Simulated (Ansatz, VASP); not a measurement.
**Two plane-wave programs on NaCl**

The input INCAR:

```
  PREC = Accurate
  ENCUT = 600
  EDIFF = 1E-6
  ISMEAR = 0
  SIGMA = 0.02
  LREAL = F
  LASPH = T
  NELM = 60
  ALGO = Normal
  ISIF = 3
  LWAVE = F
  LCHARG = F
  GGA = PS
  IBRION = 2
  NSW = 100
  EDIFFG = -0.005
```

KPOINTS

```
regular mesh
0
Gamma
  8 8 8
```

The input POSCAR:

```
NaCl
1.0
    0.0000000000      2.8100000000      2.8100000000
    2.8100000000      0.0000000000      2.8100000000
    2.8100000000      2.8100000000      0.0000000000
Na Cl
1 1
Direct
    0.0000000000      0.0000000000      0.0000000000
    0.5000000000      0.5000000000      0.5000000000
```

Input for Ansatz:

```yaml
crystal:
  lattice:
    - [0.0, 2.81, 2.81]
    - [2.81, 0.0, 2.81]
    - [2.81, 2.81, 0.0]
  atoms:
    - { symbol: Na, position: [0.0, 0.0, 0.0] }
    - { symbol: Cl, position: [0.5, 0.5, 0.5] }
basis:
  ecutwfc: 420
kpoints:
  mp_grid: { grid: [8, 8, 8] }
hamiltonian:
  xc: pbesol
scf:
  occupations: { method: gaussian, width: 0.02 }
output:
  forces: true
  stress: true
  eigenvalues: true
relax:
  adjacent_minimum: "off"
  f_tol: 0.005
  max_steps: 80
  cell: { stress_tol: 0.05 }
```

Alike in both runs: task relaxation of cell and atoms; functional PBEsol; k mesh 8 × 8 × 8; occupations gaussian, width 0.02 eV; no spin polarisation.

```csv
,VASP,Ansatz
version,VASP 6.6.1,Ansatz 0.2.0
potentials or method,"VASP PAW PBE potentials, release 64 (Na_pv, Cl)","scalar-relativistic, plane waves, PAW"
plane-wave cutoff (eV),600,420
valence electrons in the cell,14,16
```

|  | VASP | Ansatz | Ansatz less VASP |
| --- | --- | --- | --- |
| gap on the k mesh at the Fermi level, each at its own relaxed structure (eV) | 5.00 | 5.01 | +0.011 |
| relaxed volume (Å³/atom) | 22.02 | 21.97 | -0.044 |
| relaxed cell length with the largest relative difference (Å) | 3.964 | 3.961 | -0.0027 |

The two sets of potentials don't hold the same shells in valence.

Caveats: the PAW data sets were made with another functional, which shifts forces and pressure a little (VASP).
